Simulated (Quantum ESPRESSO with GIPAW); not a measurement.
# HfO2: NMR parameters from first principles

Aim: the magnetic shielding of every site in HfO2.

Calculated with Quantum ESPRESSO with GIPAW 8.0dev (patched build); DFT, PBEsol, plane-wave PAW (pslibrary 1.0.0 recipes), scalar-relativistic, GIPAW; a patched development version of the program.

**1. Set-up**

The structure is orthorhombic, space group Pnma (No. 62). Conventional cell: a = 5.469 Å, b = 3.259 Å, c = 6.375 Å, α = 90.00°, β = 90.00°, γ = 90.00°. Nearest to Hf lie 9 O at 2.09 to 2.50 Å. Nearest to O lie 4 Hf at 2.09 to 2.13 Å. Nearest to O lie 5 Hf at 2.14 to 2.50 Å. Farther neighbours and most contacts between anions are not listed.

The cell is a computed entry of the Materials Project; it need not be the form that is stable at ambient conditions.

This structure had its atoms and cell relaxed beforehand (DFT, PBEsol, plane-wave PAW (pslibrary 1.0.0 recipes), Quantum ESPRESSO with GIPAW), starting from the database entry, since shieldings follow bond lengths closely.

**2. The SCF step**

GIPAW is a response on top of the ground state, so the wavefunctions come first. Their errors pass straight into the induced current, hence the tight threshold. No empty states are asked for: the response is solved without them. The mesh has a spacing of 0.29 Å⁻¹ at most. The PAW files were made with ld1.x from the pslibrary 1.0.0 recipes, with GIPAW reconstruction switched on.

scf.in reads:

```
&control
  calculation = 'scf'
  prefix = 'x'
  outdir = './tmp/'
  pseudo_dir = './'
/
&system
  ibrav = 0
  nat = 12
  ntyp = 2
  ecutwfc = 55
  ecutrho = 330
  nbnd = 48
/
&electrons
  conv_thr = 1.0d-10
  mixing_beta = 0.7
  electron_maxstep = 100
/
ATOMIC_SPECIES
  Hf 178.490 Hf.pbesol-spn-kjpaw_psl.1.0.0-gipaw.UPF
  O 15.999 O.pbesol-n-kjpaw_psl.1.0.0-gipaw.UPF
CELL_PARAMETERS angstrom
  5.46893217 0.00000000 0.00000000
  0.00000000 3.25855661 0.00000000
  0.00000000 0.00000000 6.37493647
ATOMIC_POSITIONS crystal
  Hf 0.74658159 0.75000000 0.61085933
  Hf 0.25341841 0.25000000 0.38914067
  Hf 0.24658159 0.75000000 0.88914067
  Hf 0.75341841 0.25000000 0.11085933
  O 0.64049992 0.25000000 0.42566190
  O 0.35950008 0.75000000 0.57433810
  O 0.14049992 0.25000000 0.07433810
  O 0.85950008 0.75000000 0.92566190
  O 0.52341527 0.25000000 0.83949562
  O 0.47658473 0.75000000 0.16050438
  O 0.02341527 0.25000000 0.66050438
  O 0.97658473 0.75000000 0.33949562
K_POINTS automatic
  4 7 4 1 1 1
```

Started as:

```
mpirun -np 4 pw.x -nk 4 -in scf.in > scf.out
```

The program printed:

```text
using ibrav=0 with symmetry is DISCOURAGED, use correct ibrav instead

     bravais-lattice index     =            0
     lattice parameter (alat)  =      10.3348  a.u.
     unit-cell volume          =     766.6555 (a.u.)^3
     number of atoms/cell      =           12
     number of atomic types    =            2
     number of electrons       =        96.00
     number of Kohn-Sham states=           48
     kinetic-energy cutoff     =      55.0000  Ry
     charge density cutoff     =     330.0000  Ry
     scf convergence threshold =      1.0E-10
     mixing beta               =       0.7000
     number of iterations used =            8  plain     mixing
     Exchange-correlation= SLA-PW-PSX-PSC
                           (   1   4  10   8   0   0   0)
[...]
Hf               12.00   178.49000     Hf( 1.00)
     O                 6.00    15.99900     O ( 1.00)

      8 Sym. Ops., with inversion, found ( 6 have fractional translation)
[...]
number of k points=    16
[...]
Dense  grid:    77605 G-vectors     FFT dimensions: (  60,  36,  72)

     Smooth grid:    42313 G-vectors     FFT dimensions: (  50,  30,  60)

     Initial potential from superposition of free atoms

     starting charge      95.9929, renormalised to      96.0000
     Starting wfcs are   72 randomized atomic wfcs

     Self-consistent Calculation

     iteration #  1     ecut=    55.00 Ry     beta= 0.70
     Davidson diagonalization with overlap
     ethr =  1.00E-02,  avg # of iterations =  1.0

     total energy              =   -3077.49856332 Ry
     estimated scf accuracy    <       3.98643915 Ry

     iteration #  2     ecut=    55.00 Ry     beta= 0.70
     Davidson diagonalization with overlap
     ethr =  4.15E-03,  avg # of iterations =  7.2

     total energy              =   -3079.23432889 Ry
     estimated scf accuracy    <       4.55673187 Ry

     iteration #  3     ecut=    55.00 Ry     beta= 0.70
     Davidson diagonalization with overlap
     ethr =  4.15E-03,  avg # of iterations =  2.0

     total energy              =   -3078.90084986 Ry
     estimated scf accuracy    <       1.00258039 Ry

[...]
total energy              =   -3079.86775095 Ry
[...]
iteration # 35     ecut=    55.00 Ry     beta= 0.70
     Davidson diagonalization with overlap
     ethr =  7.01E-13,  avg # of iterations =  3.0

     total energy              =   -3079.86775095 Ry
     estimated scf accuracy    <          3.1E-10 Ry

     iteration # 36     ecut=    55.00 Ry     beta= 0.70
     Davidson diagonalization with overlap
     ethr =  3.24E-13,  avg # of iterations =  6.6

     End of self-consistent calculation
     [one-electron energies left out]

!    total energy              =   -3079.86775095 Ry
     total all-electron energy =   -121793.864862 Ry
     estimated scf accuracy    <          2.5E-11 Ry

     The total energy is the sum of the following terms:
     one-electron contribution =     -26.61770428 Ry
     hartree contribution      =      88.39253601 Ry
     xc contribution           =    -225.03608233 Ry
     ewald contribution        =    -581.68383737 Ry
     one-center paw contrib.   =   -2334.92266298 Ry

     convergence has been achieved in  36 iterations
[...]
JOB DONE.
```

Wall time 2.2 min (4 MPI ranks of Arm Neoverse V1, shared host); peak memory 0.73 GiB; 8.7 min of CPU time.

It converged in 36 cycles to an estimated accuracy of 3e-11 Ry, on 16 irreducible k-points.

**3. Shieldings**

The job finds the current that a weak uniform field induces (applied as a long wave, q_gipaw) and the field that this current makes at each nucleus. On atoms with p or d valence electrons much of the paramagnetic part arises close to the nucleus, where the PAW partial waves rebuild the true states. pawproj makes the reconstruction use the PAW data sets' own projectors.

nmr.in reads:

```
&inputgipaw
  job = 'nmr'
  prefix = 'x'
  tmp_dir = './tmp/'
  restart_mode = 'from_scratch'
  verbosity = 'low'
  q_gipaw = 0.01
  spline_ps = .true.
  conv_threshold = 1.0d-11
  use_nmr_macroscopic_shape = .false.
  pawproj(1) = .true.
  pawproj(2) = .true.
/
```

Started as:

```
mpirun -np 4 gipaw.x -in nmr.in > nmr.out
```

The program printed:

```text
[banner, memory and clock lines left out]
[a note of our patched build left out]

     Parallelizing q-star over 1 images

     IMPORTANT: XC functional enforced from input :
     Exchange-correlation= PBESOL
                           (   1   4  10   8   0   0   0)
     Any further DFT definition will be discarded
     Please, verify this is what you really want

[...]
projs nearly linearly dependent: l=0  n1,n2= 1, 2  s=  0.99147125
[...]
alpha_pv=    120.8627 eV

     spline_ps is .false., expect some extrapolation errors

     q-space interpolation up to    66.00 Rydberg

     GIPAW job: nmr
     NMR macroscopic correction: no
[...]
Computing the magnetic susceptibility     isolve=0    ethr=  0.1000E-10
     Starting from scratch
     k-point #    1 of    16      pool #  1    cpu time:       1.4
[...]
End of magnetic susceptibility calculation

     f-sum rule (1st term):
          -100.3228          0.0000          0.0000
             0.0000       -100.3171          0.0000
             0.0000          0.0000       -100.3201

     f-sum rule (2nd term):
            -1.8230          0.0000          0.0000
             0.0000         -1.8282          0.0000
             0.0000          0.0000         -1.8254

     f-sum rule (should be  -102.1456):
          -102.1458          0.0000          0.0000
             0.0000       -102.1454          0.0000
             0.0000          0.0000       -102.1455

[... susceptibilities left out ...]
     Contributions to the NMR chemical shifts: -------------------------------

     Macroscopic shape contribution in ppm:                    0.00
             0.0000          0.0000          0.0000
             0.0000          0.0000          0.0000
             0.0000          0.0000          0.0000

     Core contribution in ppm:

     Atom  1  Hf  pos: (  0.746582  0.446873  0.712057)  core sigma:        8991.76
     Atom  2  Hf  pos: (  0.253418  0.148958  0.453607)  core sigma:        8991.76
     Atom  3  Hf  pos: (  0.246582  0.446873  1.036439)  core sigma:        8991.76
     Atom  4  Hf  pos: (  0.753418  0.148958  0.129225)  core sigma:        8991.76
     Atom  5  O   pos: (  0.640500  0.148958  0.496179)  core sigma:         270.50
     Atom  6  O   pos: (  0.359500  0.446873  0.669485)  core sigma:         270.50
     Atom  7  O   pos: (  0.140500  0.148958  0.086653)  core sigma:         270.50
     Atom  8  O   pos: (  0.859500  0.446873  1.079011)  core sigma:         270.50
     Atom  9  O   pos: (  0.523415  0.148958  0.978570)  core sigma:         270.50
     Atom 10  O   pos: (  0.476585  0.446873  0.187094)  core sigma:         270.50
     Atom 11  O   pos: (  0.023415  0.148958  0.769926)  core sigma:         270.50
     Atom 12  O   pos: (  0.976585  0.446873  0.395738)  core sigma:         270.50

     Bare contribution in ppm:

     Atom  1  Hf  pos: (  0.746582  0.446873  0.712057)  bare sigma:          32.83
[...]
Atom  2  Hf  pos: (  0.253418  0.148958  0.453607)  bare sigma:          32.83
[...]
Atom  3  Hf  pos: (  0.246582  0.446873  1.036439)  bare sigma:          32.83
[...]
Atom  4  Hf  pos: (  0.753418  0.148958  0.129225)  bare sigma:          32.83
[...]
Atom  5  O   pos: (  0.640500  0.148958  0.496179)  bare sigma:         -17.25
[...]
Atom  6  O   pos: (  0.359500  0.446873  0.669485)  bare sigma:         -17.25
[...]
Atom  7  O   pos: (  0.140500  0.148958  0.086653)  bare sigma:         -17.25
[...]
Atom  8  O   pos: (  0.859500  0.446873  1.079011)  bare sigma:         -17.25
[...]
Atom  9  O   pos: (  0.523415  0.148958  0.978570)  bare sigma:           0.71
[...]
Atom 10  O   pos: (  0.476585  0.446873  0.187094)  bare sigma:           0.71
[...]
Atom 11  O   pos: (  0.023415  0.148958  0.769926)  bare sigma:           0.71
[...]
Atom 12  O   pos: (  0.976585  0.446873  0.395738)  bare sigma:           0.71
[...]
Diamagnetic contribution in ppm:

     Atom  1  Hf  pos: (  0.746582  0.446873  0.712057)  dia sigma:         -46.88
[...]
Atom  2  Hf  pos: (  0.253418  0.148958  0.453607)  dia sigma:         -46.88
[...]
Atom  3  Hf  pos: (  0.246582  0.446873  1.036439)  dia sigma:         -46.88
[...]
Atom  4  Hf  pos: (  0.753418  0.148958  0.129225)  dia sigma:         -46.88
[...]
Atom  5  O   pos: (  0.640500  0.148958  0.496179)  dia sigma:          18.06
[...]
Atom  6  O   pos: (  0.359500  0.446873  0.669485)  dia sigma:          18.06
[...]
Atom  7  O   pos: (  0.140500  0.148958  0.086653)  dia sigma:          18.06
[...]
Atom  8  O   pos: (  0.859500  0.446873  1.079011)  dia sigma:          18.06
[...]
Atom  9  O   pos: (  0.523415  0.148958  0.978570)  dia sigma:          17.59
[...]
Atom 10  O   pos: (  0.476585  0.446873  0.187094)  dia sigma:          17.59
[...]
Atom 11  O   pos: (  0.023415  0.148958  0.769926)  dia sigma:          17.59
[...]
Atom 12  O   pos: (  0.976585  0.446873  0.395738)  dia sigma:          17.59
[...]
Paramagnetic contribution in ppm:

     Atom  1  Hf  pos: (  0.746582  0.446873  0.712057)  para sigma:       -6774.23
[...]
Atom  2  Hf  pos: (  0.253418  0.148958  0.453607)  para sigma:       -6774.23
[...]
Atom  3  Hf  pos: (  0.246582  0.446873  1.036439)  para sigma:       -6774.23
[...]
Atom  4  Hf  pos: (  0.753418  0.148958  0.129225)  para sigma:       -6774.23
[...]
Atom  5  O   pos: (  0.640500  0.148958  0.496179)  para sigma:        -108.22
[...]
Atom  6  O   pos: (  0.359500  0.446873  0.669485)  para sigma:        -108.22
[...]
Atom  7  O   pos: (  0.140500  0.148958  0.086653)  para sigma:        -108.22
[...]
Atom  8  O   pos: (  0.859500  0.446873  1.079011)  para sigma:        -108.22
[...]
Atom  9  O   pos: (  0.523415  0.148958  0.978570)  para sigma:         -58.92
[...]
Atom 10  O   pos: (  0.476585  0.446873  0.187094)  para sigma:         -58.92
[...]
Atom 11  O   pos: (  0.023415  0.148958  0.769926)  para sigma:         -58.92
[...]
Atom 12  O   pos: (  0.976585  0.446873  0.395738)  para sigma:         -58.92
[...]
Paramagnetic US occ-occ contribution in ppm:

     Atom  1  Hf  pos: (  0.746582  0.446873  0.712057)  para_oo sigma:         -17.23
[...]
Atom  2  Hf  pos: (  0.253418  0.148958  0.453607)  para_oo sigma:         -17.23
[...]
Atom  3  Hf  pos: (  0.246582  0.446873  1.036439)  para_oo sigma:         -17.23
[...]
Atom  4  Hf  pos: (  0.753418  0.148958  0.129225)  para_oo sigma:         -17.23
[...]
Atom  5  O   pos: (  0.640500  0.148958  0.496179)  para_oo sigma:          -0.03
[...]
Atom  6  O   pos: (  0.359500  0.446873  0.669485)  para_oo sigma:          -0.03
[...]
Atom  7  O   pos: (  0.140500  0.148958  0.086653)  para_oo sigma:          -0.03
[...]
Atom  8  O   pos: (  0.859500  0.446873  1.079011)  para_oo sigma:          -0.03
[...]
Atom  9  O   pos: (  0.523415  0.148958  0.978570)  para_oo sigma:           0.09
[...]
Atom 10  O   pos: (  0.476585  0.446873  0.187094)  para_oo sigma:           0.09
[...]
Atom 11  O   pos: (  0.023415  0.148958  0.769926)  para_oo sigma:           0.09
[...]
Atom 12  O   pos: (  0.976585  0.446873  0.395738)  para_oo sigma:           0.09
[...]
Paramagnetic US L_R Q_R contribution in ppm:

     Atom  1  Hf  pos: (  0.746582  0.446873  0.712057)  para_lq sigma:        2861.62
[...]
Atom  2  Hf  pos: (  0.253418  0.148958  0.453607)  para_lq sigma:        2861.62
[...]
Atom  3  Hf  pos: (  0.246582  0.446873  1.036439)  para_lq sigma:        2861.62
[...]
Atom  4  Hf  pos: (  0.753418  0.148958  0.129225)  para_lq sigma:        2861.62
[...]
Atom  5  O   pos: (  0.640500  0.148958  0.496179)  para_lq sigma:        -201.78
[...]
Atom  6  O   pos: (  0.359500  0.446873  0.669485)  para_lq sigma:        -201.78
[...]
Atom  7  O   pos: (  0.140500  0.148958  0.086653)  para_lq sigma:        -201.78
[...]
Atom  8  O   pos: (  0.859500  0.446873  1.079011)  para_lq sigma:        -201.78
[...]
Atom  9  O   pos: (  0.523415  0.148958  0.978570)  para_lq sigma:        -208.17
[...]
Atom 10  O   pos: (  0.476585  0.446873  0.187094)  para_lq sigma:        -208.17
[...]
Atom 11  O   pos: (  0.023415  0.148958  0.769926)  para_lq sigma:        -208.17
[...]
Atom 12  O   pos: (  0.976585  0.446873  0.395738)  para_lq sigma:        -208.17
[...]
Total NMR chemical shifts in ppm: ---------------------------------------
     (adopting the Simpson convention for anisotropy and asymmetry)-----------

     Atom  1  Hf  pos: (  0.746582  0.446873  0.712057)  Total sigma:        5047.88
          4985.1992          0.0000         68.9686
             0.0000       4860.3613          0.0000
           184.8955          0.0000       5298.0740

     Hf      1    anisotropy:    442.82    eta:    0.2704
[...]
Atom  2  Hf  pos: (  0.253418  0.148958  0.453607)  Total sigma:        5047.88
[... its tensor is left out ...]
     Atom  3  Hf  pos: (  0.246582  0.446873  1.036439)  Total sigma:        5047.88
[... its tensor is left out ...]
     Atom  4  Hf  pos: (  0.753418  0.148958  0.129225)  Total sigma:        5047.88
[... its tensor is left out ...]
     Atom  5  O   pos: (  0.640500  0.148958  0.496179)  Total sigma:         -38.71
           -91.5805          0.0000         27.2240
             0.0000        -30.7684         -0.0000
             9.7597          0.0000          6.2046

     O       5    anisotropy:    -84.37    eta:    0.7174
[...]
Atom  6  O   pos: (  0.359500  0.446873  0.669485)  Total sigma:         -38.71
[... its tensor is left out ...]
     Atom  7  O   pos: (  0.140500  0.148958  0.086653)  Total sigma:         -38.71
[... its tensor is left out ...]
     Atom  8  O   pos: (  0.859500  0.446873  1.079011)  Total sigma:         -38.71
[... its tensor is left out ...]
     Atom  9  O   pos: (  0.523415  0.148958  0.978570)  Total sigma:          21.80
            66.8581         -0.0000         29.7035
            -0.0000         43.8418         -0.0000
             9.9200         -0.0000        -45.2865

     O       9    anisotropy:   -105.73    eta:    0.3747
[...]
Atom 10  O   pos: (  0.476585  0.446873  0.187094)  Total sigma:          21.80
[... its tensor is left out ...]
     Atom 11  O   pos: (  0.023415  0.148958  0.769926)  Total sigma:          21.80
[... its tensor is left out ...]
     Atom 12  O   pos: (  0.976585  0.446873  0.395738)  Total sigma:          21.80
[... its tensor is left out ...]
```

Wall time 19 min (4 MPI ranks); peak memory 0.41 GiB.

The f-sum rule is met to 2.0e-4 of 102.1 (2.0e-4 %). Converged shieldings require that this miss be small, but a small miss does not prove them.

From the symmetric part of each tensor, with principal values σ11 ≤ σ22 ≤ σ33: σ_iso is their mean, the span is σ33 − σ11 and the skew 3(σ_iso − σ22)/span. (gipaw.x prints an anisotropy in another convention.)

| site | atom no. | atoms in cell | σ_iso (ppm) | span (ppm) | skew |
| --- | --- | --- | --- | --- | --- |
| Hf | 1 | 4 | 5048 | 483 | 0.67 |
| O(1) | 5 | 4 | -38.7 | 104.5 | -0.23 |
| O(2) | 9 | 4 | 21.8 | 118.9 | -0.56 |

The macroscopic shape term is switched off. For a spherical sample the valence susceptibility of this run would add about 5 ppm to every site, a rough estimate, since the susceptibility converges slowly and lacks part of the PAW terms. Differences within the crystal don't depend on it, but shieldings of different compounds can't be compared to better than a few ppm without it.

In this run the largest span among the lighter atoms is that of O(2) (site symmetry m), with principal values -48.7, 43.8 and 70.3 ppm.

How the isotropic values are made up (ppm). The core part is that of the free atom's core; bare is the current of the smooth valence states; the last two are what the PAW spheres add to the diamagnetic and the paramagnetic current:

| site | core | bare | reconstruction, dia | reconstruction, para |
| --- | --- | --- | --- | --- |
| Hf | 8991.8 | 32.8 | -46.9 | -3929.8 |
| O(1) | 270.5 | -17.3 | 18.1 | -310.0 |
| O(2) | 270.5 | 0.7 | 17.6 | -267.0 |

17O and 177Hf also have a quadrupolar coupling here. It is not given: on PAW files the efg job of this gipaw.x leaves out the augmentation charge of neighbouring atoms and can miss by tens of per cent.

**4. Sites, surroundings and shifts**

Covalently bonded atoms count as neighbours within 1.18 times the sum of their radii. Otherwise a cation's neighbours lie within 1.2 times its shortest bond (1.3 for large cations, each anion's radius taken off where they differ), and an anion's are the cations that count it.

| site | atom no. | atoms in cell | surroundings | bonds (Å) | σ_iso (ppm) |
| --- | --- | --- | --- | --- | --- |
| Hf | 1 | 4 | HfO9 | 2.09 to 2.50 | 5048 |
| O(1) | 5 | 4 | bound to Hf4 | 2.09 to 2.13 | -38.7 |
| O(2) | 9 | 4 | bound to Hf5 | 2.14 to 2.50 | 21.8 |

By surroundings the O shieldings are 4-coordinate: -38.7; 5-coordinate: 21.8 ppm.

**5. Cost against result**

Each row names what was changed: another functional shows how far the paramagnetic term hangs on the exchange-correlation form; another cutoff tests the basis.

Changes of σ_iso (ppm) against the run above (PBEsol, cutoffs 55 and 330 Ry, mesh 4×7×4, 84 min). Times are CPU times of pw.x and gipaw.x together, on 4 MPI ranks of Arm Neoverse V1, shared host; on a shared host they are rough.

| run | CPU time | f-sum miss | Hf | O(1) | O(2) |
| --- | --- | --- | --- | --- | --- |
| PBE | 85 min | 3.0e-4 | +57.9 | +7.1 | +7.2 |
| cutoffs 45 and 330 Ry | 64 min | 0.034 | -1.9 | -0.5 | -0.5 |

The largest move is +57.9 ppm, on Hf, from PBE.

**6. Outcome**

| Property | Result |
| --- | --- |
| 17O shielding without shape term | -38.7, 21.8 ppm |
| 177Hf shielding without shape term | 5048 ppm |

In words: 17O has 2 sites, in the ratio 1:1: O(1) (bound to Hf4) at a shielding of -38.7 and O(2) (bound to Hf5) at a shielding of 21.8 ppm, shape term left out. A shift needs a reference, δ = σ_ref − σ, fixed on measured compounds; for 17O of this kind at this level too few were at hand, or they scattered too widely about a line, so none is given. A finer mesh and a higher cutoff were not carried through on these files. The cheaper run with cutoffs 45 and 330 Ry takes about 75 % of the time and is off by 0.46 ppm on O(1), and by 2 ppm at most. The largest change with the functional is 57.9 ppm in absolute shielding; part of that drops out once each functional has its own reference line. Spin-orbit coupling is missing, which matters for Hf and for the light atoms bound to such centres. The scalar-relativistic files are used with non-relativistic response operators, which weighs most on the heavy atoms' own shieldings. This build of gipaw.x prints that it is not audited and that its numbers are no references by themselves. It also reports spline_ps as false although the input sets it; why was not traced.

[Banner, clock, file and message-heading lines were taken out of the pw.x and gipaw.x logs.]

[Logs are printed without paths, hosts, clocks, repeated set-up lines and the standing remarks that a program may print on its own settings, such as how far it seeks lower states.]

[Hosts, paths, dates, database ids (printed as entryN), source tags and the programs' standing remarks are cut or masked in the printed files.]

[Where no reference line passes its bar on scatter, no shift is given, so a measured shift of this compound may stand uncompared.]
